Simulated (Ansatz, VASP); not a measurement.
## Cross-check of Cu (linear Cu chain) between VASP and Ansatz

Wanted: the spread between two codes on one cell, functional and k mesh. The structure shown is the end of the Ansatz relaxation below.

Method: plane waves, with VASP 6.6.1 beside it; single point at PBE, in Ansatz 0.2.0.

## 1. Starting point

The cell holds 1 atom: 1 Cu. Cell: a = 7.500 Å, b = 7.500 Å, c = 2.303 Å, α = 90.0°, β = 90.0°, γ = 90.0°. Vacuum lies along a and b. The structure's axis is c.

## 2. Ansatz: relaxation, PBE

Ansatz runs on its default PAW (the set named soft_2) files.

This run makes the geometry at which the two programs are then compared.

input.yaml reads:

```yaml
crystal:
  lattice:
    - [7.5, 0.0, 0.0]
    - [0.0, 7.5, 0.0]
    - [0.0, 0.0, 2.4552]
  atoms:
    - { symbol: Cu, position: [0.5, 0.5, 0.0], spin: 0.5 }
magnetization:
  spin_polarized: true
kpoints:
  mp_grid: { grid: [1, 1, 33] }
scf:
  occupations: { method: fermi_dirac, width: 0.05 }
hamiltonian:
  xc: pbe
relax:
  cell: { fix: [a, b, alpha, beta, gamma] }
  max_steps: 60
```

Launch:

```bash
$ ansatz run input.yaml --threads 4 --pin off --max-ram 8192MiB --backend cpu --events-out ev --progress --plain --runs-dir out
```

Numbers of over 12 decimals in the logs are rounded to 6 here.

Log:

```text
Engine: ansatz 0.2.0, x86_64-unknown-linux-gnu
Pseudopotentials: kind: paw
Pseudopotential: Cu, paw, valence charge 19, recommended cutoff 420 eV (normal), Cu.paw.azcp
Functional definition: PBE
  parameter kappa = 0.804
  parameter beta = 0.066725
  exchange = pbe_x(kappa = kappa, mu = beta*pi^2/3)
  correlation = pbe_c(beta = beta)
Crystal: 1 atoms, lattice volume = 138.105 Å³
Basis set: ecut = 420 eV, 2681 PW (Γ), exchange–correlation on 108×108×36 points (8 copies of the dense FFT grid, shifted against one another)
Bands: 14, of which v1, the nominal top of the filled ones, is band 10 counted from 1 (9 counted from 0)
Symmetry: 16 space group operations
Space group: P4/mmm (ITA 123), of the structure as read, at distance tolerance 5.2e-5 Å
Magnetic group: BNS 123.339 (UNI 999), of the structure as read, at distance tolerance 5.2e-5 Å
k-points: 17 of 33
Non-local potential: Cu, projectors of the file, l = 0: 3, l = 1: 2, l = 2: 3, l = 3: 1
PAW form: soft (Blöchl's): semilocal exchange-correlation on the pseudo side does not see the compensation charge
PAW one-centre angular grid: Cu, 590 points (default); XC on 64 Gauss nodes
Initial density: superposition of atomic densities (neutral atoms: chi_scale 0, normalization atom)
Starting moments: Σ|m| = 0.5 μB on 1 of 1 site
Initial wavefunctions: pseudopotential atomic-orbital guess
Functional: x = pbe(κ = 0.804, μ = 0.219515), c = pbe(β = 0.066725)
SCF iter   1: F=—  HF=-6623.284116 eV  |F-HF|=—  |Δ(HF+E_count)|=         —  Δρ=2.79e-2 (↑2.79e-2 ↓1.60e-2)  dr2=1.61e0  dr2_m=6.60e-2  M=0.288 μB ∫|m|=0.318 μB  β_m=0.30  ethr=3.10e-3  ⟨swp⟩=4.9  Hψ=2681  notcnv=0
preconditioner: auto → LDOS  [metal: Δε(μ)=0.035 eV  Ē_g=5.964 eV  σ=0.050 eV  W_gap=0.17  n_scr=20 (ndim 8)  ℏωp=10.5 eV  f_vac=0.741  D(μ)=2.49/eV (n_scr^D=12)]
spin=Collinear: LDOS preconditioning applied to the charge; magnetization (m = ρ↑ − ρ↓) channel mixes plain (no charge-response kernel on spin).
SCF iter   2: F=—  HF=-6623.107944 eV  |F-HF|=—  |Δ(HF+E_count)|=   1.76e-1  Δρ=1.58e-2 (↑1.58e-2 ↓7.00e-3)  dr2=1.21e-1  dr2_m=1.52e-1  M=0.153 μB ∫|m|=0.179 μB  β_m=0.30  ethr=3.10e-3  ⟨swp⟩=2.2  Hψ=1064  notcnv=0  defer=6
SCF iter   3: F=—  HF=-6623.110917 eV  |F-HF|=—  |Δ(HF+E_count)|=   2.97e-3  Δρ=1.20e-2 (↑1.20e-2 ↓5.46e-3)  dr2=6.50e-2  dr2_m=9.14e-2  M=0.143 μB ∫|m|=0.160 μB  β_m=0.30  ethr=6.35e-4  ⟨swp⟩=1.0  Hψ=470  notcnv=0  defer=6
SCF iter   4: F=—  HF=-6623.115980 eV  |F-HF|=—  |Δ(HF+E_count)|=   5.06e-3  Δρ=8.48e-3 (↑7.76e-3 ↓8.48e-3)  dr2=2.35e-3  dr2_m=8.29e-2  M=0.103 μB ∫|m|=0.112 μB  β_m=0.30  ethr=3.42e-4  ⟨swp⟩=2.0  Hψ=612  notcnv=0  defer=6
SCF iter   5: F=—  HF=-6623.129214 eV  |F-HF|=—  |Δ(HF+E_count)|=   1.32e-2  Δρ=6.92e-3 (↑6.05e-3 ↓6.92e-3)  dr2=7.07e-4  dr2_m=5.32e-2  M=0.085 μB ∫|m|=0.095 μB  β_m=0.30  ethr=1.24e-5  ⟨swp⟩=2.0  Hψ=804  notcnv=0  defer=6
SCF iter   6: F=—  HF=-6623.132485 eV  |F-HF|=—  |Δ(HF+E_count)|=   3.27e-3  Δρ=5.75e-3 (↑4.52e-3 ↓5.75e-3)  dr2=1.50e-3  dr2_m=3.33e-2  M=0.073 μB ∫|m|=0.082 μB  β_m=0.30  ethr=3.72e-6  ⟨swp⟩=2.4  Hψ=751  notcnv=0  defer=6
SCF iter   7: F=—  HF=-6623.134501 eV  |F-HF|=—  |Δ(HF+E_count)|=   2.02e-3  Δρ=4.21e-3 (↑4.21e-3 ↓2.30e-3)  dr2=3.55e-3  dr2_m=1.33e-2  M=0.084 μB ∫|m|=0.090 μB  β_m=0.30  ethr=3.72e-6  ⟨swp⟩=2.5  Hψ=872  notcnv=0  defer=6
SCF iter   8: F=—  HF=-6623.135035 eV  |F-HF|=—  |Δ(HF+E_count)|=   5.34e-4  Δρ=3.50e-3 (↑2.84e-3 ↓3.50e-3)  dr2=4.23e-4  dr2_m=1.27e-2  M=0.063 μB ∫|m|=0.071 μB  β_m=0.30  ethr=3.72e-6  ⟨swp⟩=2.0  Hψ=770  notcnv=0  defer=6
SCF iter   9: F=—  HF=-6623.135696 eV  |F-HF|=—  |Δ(HF+E_count)|=   6.61e-4  Δρ=2.70e-3 (↑2.25e-3 ↓2.70e-3)  dr2=1.95e-4  dr2_m=7.78e-3  M=0.058 μB ∫|m|=0.065 μB  β_m=0.30  ethr=2.23e-6  ⟨swp⟩=1.5  Hψ=593  notcnv=0  defer=6
Mixer restart at iter 9: flushing history
spin-set hold released at iteration 9 (site moments contracting): the magnetisation degrees of freedom join the quasi-Newton model from the next iteration; the mixer history was flushed
[...]
preconditioner: auto → LDOS  [metal: Δε(μ)=0.110 eV  Ē_g=6.959 eV  σ=0.050 eV  W_gap=0.48  n_scr=20 (ndim 8)  ℏωp=10.8 eV  f_vac=0.754  D(μ)=1.81/eV (n_scr^D=8)]
spin=Collinear: LDOS preconditioning applied to the charge; magnetization (m = ρ↑ − ρ↓) channel mixes plain (no charge-response kernel on spin).
[...]
SCF iter  11: F=-6623.190093 eV  HF=-6623.190093 eV  |F-HF|=6.37e-12  |Δ(HF+E_count)|=  6.91e-11  Δρ=6.88e-8 (↑6.88e-8 ↓3.78e-8)  dr2=6.07e-12  dr2_m=1.34e-12  M=0.000 μB ∫|m|=0.000 μB  ethr=1.00e-12  ⟨swp⟩=1.5  Hψ=1195  notcnv=0
the starting moments were not kept: the SCF closed with an absolute magnetisation of 8.4e-6 μB, where they sum to 0.5 μB in size (1 site). That is at most 0.1 of that sum. Measured as dr2_m measures the in/out step, that magnetisation stands 1.4e-10 eV from none, at or under the dr2_threshold of 1.0e-7 eV: it is no larger than a step whose dr2_m would equal this threshold.
SCF 4 converged in 11 iterations: F = -6623.190093 eV  dr2 = 6.07e-12
relax step   4: F+E_penalty+E_count = -6623.19009285 eV  Δ(F+E_penalty+E_count) = -9.994e-4 eV  max|allowed force component| = 0.000e0 eV/Å  Δτ_max = 0.0000 Å  P = -0.069 GPa  Ω = 129.518 Å³  energy of the carried Pulay correction = +7.664e-4 eV  fix = [a, b, alpha, beta, gamma]  reactions: a -0.105, b -0.105 GPa  (11 SCF iters, dr2 threshold 1.00e-7 eV, accepted)
Basis set: ecut = 420 eV, 2527 PW (Γ), exchange–correlation on 108×108×32 points (8 copies of the dense FFT grid, shifted against one another)
Initial wavefunctions: pseudopotential atomic-orbital guess (no wavefunctions were taken with the density)
iter 1 solved again at ethr=1.88e-7 eV; its pass at ethr=3.10e-3 eV (dr2=3.57e-5 eV) is discarded
SCF iter   1: F=—  HF=-6623.189222 eV  |F-HF|=—  |Δ(HF+E_count)|=         —  Δρ=4.41e-5 (↑4.41e-5 ↓4.41e-5)  dr2=1.60e-6  dr2_m=1.04e-12  M=0.000 μB ∫|m|=0.000 μB  β_m=0.30  ethr=1.88e-7  ⟨swp⟩=3.1  Hψ=4012  notcnv=0
preconditioner: auto → Resta (q_TF=auto, 1.981 Å⁻¹)  ε∞=3.4  [insulator: Δε(μ)=0.126 eV  Ē_g=6.977 eV  σ=0.050 eV  W_gap=0.55  n_scr=20 (ndim 8)  ℏωp=10.8 eV  f_vac=0.754  D(μ)=1.69/eV (n_scr^D=8)  ε∞_Penn≈3.4  vacuum switching on, ρ_ref=3.5e-3 e/Å³]
spin=Collinear: Resta preconditioning applied to the charge; magnetization (m = ρ↑ − ρ↓) channel mixes plain (no charge-response kernel on spin).
SCF iter   2: F=—  HF=-6623.189230 eV  |F-HF|=—  |Δ(HF+E_count)|=   7.99e-6  Δρ=5.99e-5 (↑5.99e-5 ↓5.99e-5)  dr2=9.88e-6  dr2_m=1.08e-12  M=0.000 μB ∫|m|=0.000 μB  β_m=0.30  ethr=8.41e-9  ⟨swp⟩=2.0  Hψ=758  notcnv=0
SCF iter   3: F=—  HF=-6623.189230 eV  |F-HF|=—  |Δ(HF+E_count)|=   6.48e-7  Δρ=2.41e-5 (↑2.41e-5 ↓2.41e-5)  dr2=3.98e-7  dr2_m=1.17e-12  M=0.000 μB ∫|m|=0.000 μB  β_m=0.21  ethr=8.41e-9  ⟨swp⟩=2.0  Hψ=666  notcnv=0
SCF iter   4: F=—  HF=-6623.189231 eV  |F-HF|=—  |Δ(HF+E_count)|=   5.90e-7  Δρ=1.16e-5 (↑1.16e-5 ↓1.16e-5)  dr2=9.41e-8  dr2_m=1.07e-12  M=0.000 μB ∫|m|=0.000 μB  β_m=0.68  ethr=2.10e-9  ⟨swp⟩=2.6  Hψ=764  notcnv=0
SCF iter   5: F=—  HF=-6623.189231 eV  |F-HF|=—  |Δ(HF+E_count)|=   2.32e-7  Δρ=3.54e-6 (↑3.49e-6 ↓3.54e-6)  dr2=3.52e-8  dr2_m=1.01e-12  M=0.000 μB ∫|m|=0.000 μB  β_m=0.84  ethr=4.95e-10  ⟨swp⟩=2.2  Hψ=776  notcnv=0
SCF iter   6: F=—  HF=-6623.189231 eV  |F-HF|=—  |Δ(HF+E_count)|=   4.68e-9  Δρ=3.70e-7 (↑3.70e-7 ↓3.25e-7)  dr2=3.02e-10  dr2_m=8.16e-13  M=0.000 μB ∫|m|=0.000 μB  β_m=0.86  ethr=1.85e-10  ⟨swp⟩=2.5  Hψ=672  notcnv=0
SCF iter   7: F=—  HF=-6623.189231 eV  |F-HF|=—  |Δ(HF+E_count)|=   6.45e-8  Δρ=1.11e-7 (↑1.11e-7 ↓6.62e-8)  dr2=2.12e-11  dr2_m=7.05e-13  M=0.000 μB ∫|m|=0.000 μB  β_m=0.93  ethr=1.59e-12  ⟨swp⟩=2.0  Hψ=578  notcnv=0
SCF iter   8: F=-6623.189231 eV  HF=-6623.189231 eV  |F-HF|=5.46e-12  |Δ(HF+E_count)|=  3.64e-12  Δρ=3.21e-8 (↑1.24e-8 ↓3.21e-8)  dr2=4.03e-13  dr2_m=5.76e-13  M=0.000 μB ∫|m|=0.000 μB  ethr=1.00e-12  ⟨swp⟩=4.2  Hψ=1562  notcnv=0
the starting moments were not kept: the SCF closed with an absolute magnetisation of 4.5e-6 μB, where they sum to 0.5 μB in size (1 site). That is at most 0.1 of that sum.
SCF 5 converged in 8 iterations: F = -6623.189231 eV  dr2 = 4.03e-13
relax step   5: F+E_penalty+E_count = -6623.18923095 eV  Δ(F+E_penalty+E_count) = +8.619e-4 eV  max|allowed force component| = 0.000e0 eV/Å  Δτ_max = 0.0000 Å  P = -0.068 GPa  Ω = 129.518 Å³  fix = [a, b, alpha, beta, gamma]  reactions: a -0.103, b -0.103 GPa  stress off target by 1.80e-3 GPa on what of the cell is left free  SCF on the basis re-selected at this cell (its energy is not comparable with the rows above)  (8 SCF iters)
basis re-selected at this cell: Δ(F+E_penalty+E_count) = +8.619e-4 eV, ΔP = +0.001 GPa vs the last step (what re-selecting the basis moved, of the pressure what is left beyond the Pulay correction that the steps carried, after the strain that the cell walked since its last selection, with what the two solves' SCF thresholds leave and, on support functions, any second-order correction that the steps lacked; it is no measure of the basis error at this ecutwfc). The dense FFT grid was sized anew with the basis: this SCF ran on 54×54×16 points, the steps before it on 54×54×18, so part of this shift can come from that change (see relax.cell in the input reference). [rest of the remark cut]
SCF converged after 8 iterations
Magnetization: 0.0000 μB (9.5000 up, 9.5000 down)
Absolute magnetization: 0.0000 μB (∫|ρ↑−ρ↓|, with the PAW one-centre terms)
Spin contamination: 0.0000 ħ² per cell (⟨S²⟩ above its minimum at these occupations)
Per-site moments (μB) at R_I (Å): [(4.368966265382911e-6, 0.949796)]
Free energy (F): -6623.189231 eV
Harris-Foulkes:  -6623.189231 eV  (|F-HF|=5.46e-12)
Internal energy: -6623.174090 eV  (E = F + TS)
E sigma→0 (E₀):  -6623.181661 eV
Entropy (-TS):   -0.015141 eV (-15.141 meV/atom)
Fermi energy:    -3.260736 eV
--- Per-component energies (eV) ---
  E_band       = -701.859520
  E_kinetic    = 300.085051
  E_local      = -9200.138429  (includes V_loc(G=0)·N_el)
  E_nonlocal   = 401.133049
  E_hartree    = 4189.371772
  E_xc         = -85.896942
  E_vxc        = -110.450813  (∫ρ·V_xc dr)
  E_paw        = -1673.318171  (= ΣΔE_a)
  E_vpaw       = -471.232125  (= ΣTr[D̂ρ^β])
  E_aug_tail   = 0.000271  (compensation charges beyond the density's cutoff)
  E_ewald      = -554.410692
  E_smearing   = -0.015141  (= −TS)
  E_closure    = 0.000000  (closes the sum)
  Σ components = -6623.189231   (vs F -6623.189231, Δ=0.00e0)
--- Forces (eV/Å), atoms counted from 1 ---
  atom   1  Cu     0.00000000    -0.00000000     0.00000000
  max |Σ_I F_I| component: 1.77e-28 eV/Å
--- Stress (GPa, compression-positive) ---
       -0.103188       0.000000       0.000000
        0.000000      -0.103188       0.000000
        0.000000       0.000000       0.001800
  P = ⅓ Tr σ = -0.0682 GPa (-0.682 kbar)
--- Relaxed structure (4 steps of the walk, 4 accepted, 1 SCFs on fresh bases) ---
  F+E_penalty+E_count = -6623.18923095 eV   max|allowed force component| = 0.000e0 eV/Å   (the final SCF, on the basis selected at the relaxed cell)
  cell:  # Å, volume = 129.5176 Å³
    - [7.5, 0.0, 0.0]
    - [0.0, 7.5, 0.0]
    - [0.0, 0.0, 2.302535]
  atoms:
    - { symbol: Cu, position: [0.5, 0.5, 0.0] }
```

## 3. VASP: single point, PBE

The same cell, functional, mesh and smearing now go to VASP, with its own data sets.

Lines of VASP's logs that name or quote its potential files are left out, and so is its time.

INCAR reads:

```
SYSTEM = Cu
PREC = Accurate
ENCUT = 600
EDIFF = 1E-06
NELM = 200
ISMEAR = -1
SIGMA = 0.05
LREAL = .FALSE.
ALGO = Normal
GGA = PE
NBANDS = 12
ISPIN = 2
MAGMOM = 0
LASPH = .TRUE.
LMAXMIX = 4
LORBIT = 11
LWAVE = .FALSE.
LCHARG = .FALSE.
ISIF = 2
GGA_COMPAT = .FALSE.
```

POSCAR reads:

```
Cu
1.0
    7.5000000000      0.0000000000      0.0000000000
    0.0000000000      7.5000000000      0.0000000000
    0.0000000000      0.0000000000      2.3025346509
Cu
1
Direct
    0.5000000000      0.5000000000      0.0000000000
```

KPOINTS reads:

```
Automatic mesh
0
Gamma
1 1 33
0 0 0
```

Potentials, in the order of the species: Cu (PBE family, release 64).

Launch:

```bash
$ mpirun -np 1 vasp_std
```

Log:

```text
[banner, memory and clock lines left out]
running    1 mpi-ranks, on    1 nodes
 distrk:  each k-point on    1 cores,    1 groups
 distr:  one band on    1 cores,    1 groups

 POSCAR found type information on POSCAR Cu
 POSCAR found :  1 types and       1 ions
 LDA part: xc-table for (Slater+PW92), standard interpolation
 POSCAR, INCAR and KPOINTS ok, starting setup
 FFT: planning ... GRIDC
 FFT: planning ... GRID_SOFT
 FFT: planning ... GRID
 WAVECAR not read
 entering main loop
       N       E                     dE             d eps       ncg     rms          rms(c)
DAV:   1     0.589768786772E+02    0.58977E+02   -0.38061E+03   816   0.752E+02
DAV:   2    -0.507639862956E+00   -0.59485E+02   -0.50653E+02   824   0.149E+02
DAV:   3    -0.194192767329E+01   -0.14343E+01   -0.14216E+01  1012   0.303E+01
DAV:   4    -0.195874973014E+01   -0.16822E-01   -0.16818E-01   944   0.411E+00
DAV:   5    -0.195917643016E+01   -0.42670E-03   -0.42652E-03  1012   0.642E-01    0.457E+00
DAV:   6    -0.213180853286E+01   -0.17263E+00   -0.52015E+00   976   0.447E+01    0.379E+00
DAV:   7    -0.178343481647E+01    0.34837E+00   -0.14280E+00   944   0.220E+01    0.629E-01
DAV:   8    -0.178417961271E+01   -0.74480E-03   -0.15589E-01  1224   0.649E+00    0.111E+00
DAV:   9    -0.177483790321E+01    0.93417E-02   -0.64911E-02  1008   0.483E+00    0.278E-01
DAV:  10    -0.177398308639E+01    0.85482E-03   -0.20927E-03  1120   0.733E-01    0.917E-02
DAV:  11    -0.177390602748E+01    0.77059E-04   -0.11782E-03  1132   0.510E-01    0.796E-02
DAV:  12    -0.177386595007E+01    0.40077E-04   -0.10116E-04   944   0.181E-01    0.296E-02
DAV:  13    -0.177388111128E+01   -0.15161E-04   -0.70557E-05  1052   0.141E-01    0.127E-02
DAV:  14    -0.177388835057E+01   -0.72393E-05   -0.12245E-06   872   0.807E-03    0.138E-02
DAV:  15    -0.177389282435E+01   -0.44738E-05   -0.74474E-06   828   0.443E-02    0.173E-03
DAV:  16    -0.177389352982E+01   -0.70546E-06   -0.51891E-07   896   0.906E-03
   1 F= -.17738935E+01 E0= -.17668451E+01  d E =-.140969E-01  mag=     0.0000
```

Parts of OUTCAR (step 3):

```text
ion  position               nearest neighbor table
   1  0.500  0.500  0.000-

  LATTYP: Found a simple tetragonal cell.
 ALAT       =     7.5000000000
 C/A-ratio  =     0.3070046201

 Subroutine GETGRP returns: Found 16 space group operations
 (whereof 16 operations were pure point group operations)

The static configuration has the point symmetry D_4h.

 Found     17 irreducible k-points:

   k-points           NKPTS =     17   k-points in BZ     NKDIM =     17   number of bands    NBANDS=     12

   dimension x,y,z NGX =    60 NGY =   60 NGZ =   18
   dimension x,y,z NGXF=   120 NGYF=  120 NGZF=   36

   ENCUT  =  600.0 eV  44.10 Ry    6.64 a.u.  14.98 14.98  4.60*2*pi/ulx,y,z

   NELECT =      11.0000    total number of electrons

 k-points in reciprocal lattice and weights: Automatic mesh
   0.00000000  0.00000000  0.00000000       0.030
   0.00000000  0.00000000  0.03030303       0.061
   0.00000000  0.00000000  0.06060606       0.061
   0.00000000  0.00000000  0.09090909       0.061
   0.00000000  0.00000000  0.12121212       0.061
   0.00000000  0.00000000  0.15151515       0.061
   0.00000000  0.00000000  0.18181818       0.061
   0.00000000  0.00000000  0.21212121       0.061
   0.00000000  0.00000000  0.24242424       0.061
[...]
0.00000000  0.00000000  0.45454545       0.061
   0.00000000  0.00000000  0.48484848       0.061

 average (electrostatic) potential at core
       1 -73.5058

 E-fermi :  -4.0862

 spin component 1
 k-point     1 :       0.0000    0.0000    0.0000
  band No.  band energies     occupation
    ...
      2      -5.1564      1.00000
      3      -4.9510      1.00000
      4      -4.9483      1.00000
      5      -4.1744      0.85374
      6      -4.1744      0.85374
      7      -0.9731      0.00000
      8      -0.9731      0.00000
      9       0.5952      0.00000
     10       1.9267      0.00000
     11       3.7847      0.00000
    ...

 k-point     2 :       0.0000    0.0000    0.0303
  band No.  band energies     occupation
    ...
      2      -5.1443      1.00000
      3      -4.9476      1.00000
      4      -4.9450      1.00000
      5      -4.1976      0.90282
      6      -4.1976      0.90282
      7      -0.9339      0.00000
      8      -0.9339      0.00000
      9       0.6201      0.00000
     10       1.9520      0.00000
     11       3.8122      0.00000
    ...

 k-point     3 :       0.0000    0.0000    0.0606
  band No.  band energies     occupation
    ...
      2      -5.1081      1.00000
      3      -4.9376      1.00000
      4      -4.9351      1.00000
      5      -4.2643      0.97238
      6      -4.2643      0.97238
      7      -0.8191      0.00000
      8      -0.8191      0.00000
      9       0.6948      0.00000
     10       2.0279      0.00000
     11       3.8945      0.00000
    ...

 k-point     4 :       0.0000    0.0000    0.0909
  band No.  band energies     occupation
    ...
      2      -5.0479      1.00000
      3      -4.9213      1.00000
      4      -4.9190      1.00000
      5      -4.3664      0.99633
      6      -4.3664      0.99633
      7      -0.6352      0.00000
      8      -0.6352      0.00000
      9       0.8194      0.00000
     10       2.1545      0.00000
     11       4.0312      0.00000
    ...

 k-point     5 :       0.0000    0.0000    0.1212
  band No.  band energies     occupation
    ...
      2      -4.9638      1.00000
      3      -4.8994      1.00000
      4      -4.8973      1.00000
      5      -4.4941      0.99971
      6      -4.4941      0.99971
      7      -0.3899      0.00000
      8      -0.3899      0.00000
      9       0.9941      0.00000
     10       2.3319      0.00000
     11       4.2220      0.00000
    ...

 k-point     6 :       0.0000    0.0000    0.1515
  band No.  band energies     occupation
    ...
      2      -4.8727      1.00000
      3      -4.8708      1.00000
      4      -4.8550      1.00000
      5      -4.6380      0.99998
      6      -4.6380      0.99998
      7      -0.0900      0.00000
      8      -0.0900      0.00000
      9       1.2189      0.00000
     10       2.5602      0.00000
     11       4.4663      0.00000
    ...

  Total       -0.1048734     -0.1048734      0.0446562      0.0000000      0.0000000      0.0000000
  in kB       -1.2973198     -1.2973198      0.5524126      0.0000000      0.0000000      0.0000000
  external PRESSURE =      -0.6807424 kB  Pullay stress =       0.0000000 kB

  energy-cutoff  :      600.00
  volume of cell :      129.52
      direct lattice vectors                 reciprocal lattice vectors
     7.500000000  0.000000000  0.000000000     0.133333333  0.000000000  0.000000000
     0.000000000  7.500000000  0.000000000     0.000000000  0.133333333  0.000000000
     0.000000000  0.000000000  2.302534651     0.000000000  0.000000000  0.434303996

 POSITION                                       TOTAL-FORCE (eV/Angst)
 -----------------------------------------------------------------------------------
      3.75000      3.75000      0.00000         0.000000      0.000000      0.000000
 -----------------------------------------------------------------------------------
    total drift:                                0.000000      0.000000     -0.000000

  FREE ENERGIE OF THE ION-ELECTRON SYSTEM (eV)
  ---------------------------------------------------
  free  energy   TOTEN  =        -1.7738935298 eV

  energy  without entropy=       -1.7597966461  energy(sigma->0) =       -1.76684509

 total charge
# of ion       s       p       d       tot
------------------------------------------
    1        0.474   0.088   9.307   9.869

 magnetization (x)
# of ion       s       p       d       tot
------------------------------------------
    1        0.000   0.000   0.000   0.000

[... 5 further parts left out ...]
```

This run allows spin, but its moments start at zero, where symmetry between the spins tends to hold them. Its electron count is odd, so without a moment it is a metal by construction.

## 4. Comparison

Known differences besides the potentials themselves: the data sets hold 19 valence electrons in Ansatz (on its default PAW (the set named soft_2) files) and 11 in VASP; the cutoff is 420 eV in Ansatz and 600 eV in VASP; Ansatz's pressure holds a Pulay correction, VASP's none. Total energies have different zeros and are not compared.

Compared:

```tsv
quantity	Ansatz	VASP	difference
pressure (GPa)	-0.07	-0.07	0.00
```

## 5. Summary of results

```yaml
difference_in_pressure_single_point_pbe: -1.2e-4 GPa
```

The difference in pressure is -1.2e-4 GPa (single point, PBE), within the 1 GPa picked in this series as the mark of a large difference. The data sets hold unlike numbers of valence electrons (19 in Ansatz and 11 in VASP), so part of the differences comes from the potentials. Such differences can come from data sets, numerical settings and the points named under the comparisons, not from the functional's error against experiment.

[Lines on the potential files, build, host, timing and source positions are cut from VASP's logs without a mark.]

[Logs are printed without paths, hosts, clocks, repeated set-up lines and the standing remarks that a program may print on its own settings, such as how far it seeks lower states.]

[Hosts, paths, dates, database ids (printed as entryN), source tags and the programs' standing remarks are cut or masked in the printed files.]
